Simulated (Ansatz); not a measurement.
Rb under pressure: fit and missing row

Rb, P6_3/mmc, a = 4.956 Å, c = 8.076 Å. This isn't the element's structure at ambient conditions. Ansatz: PBE+D3(BJ), PAW, 420 eV, Γ-centred 12×12×6 mesh on 2 atoms, Gaussian smearing 0.10 eV; no spin polarisation. Cell and atoms are relaxed at each pressure, and no other structure is tried, so the rows at high pressure may lie past a change of phase.

| V (Å³/atom) | P (GPa) |
| --- | --- |
| 18.633 | ? |
| 25.911 | 20.03 |
| 37.298 | 9.98 |
| 47.766 | 5.00 |
| 61.026 | 1.98 |
| 85.903 | 0.00 |

Take V0 = 85.903 Å³/atom, fit the third-order Birch–Murnaghan form to the other rows, and predict the missing pressure.

With the Eulerian strain f = ½[(V0/V)^(2/3) − 1] and y = P/[3f(1 + 2f)^(5/2)], the form is the line y = B0 + 1.5 B0 (B0′ − 4) f. Rows (f, y): 0.61170, 1.48; 0.37200, 2.23; 0.23943, 2.62; 0.12801, 2.92. Means f = 0.3378, y = 2.3125; Σ(Δf)² = 0.1299, ΣΔfΔy = -0.3885; the slope is their ratio. y = 3.323 − 2.992 f GPa, so B0 = 3.3 GPa and B0′ = 4 + 2 × (-2.992)/(3 × 3.323) = 3.40. At V = 18.633, f = 0.88501, y = 0.675 and P = 22.89 GPa. The run gave 39.94 GPa, so the fit is 17.05 GPa too low, 43 % of the span of the series, against an rms of 0.09 GPa on the fitted rows. The row lies outside the fitted range. A fourth-order term fitted to the same rows gives P = 17.94 GPa at this row's volume (the line 22.89, the run 39.94), no gain. The nearest row lies 29 % from V0, so B0 and B0′ are extrapolations to f = 0.

The mesh isn't the same in all rows (12×12×6, 12×12×8, 15×15×8).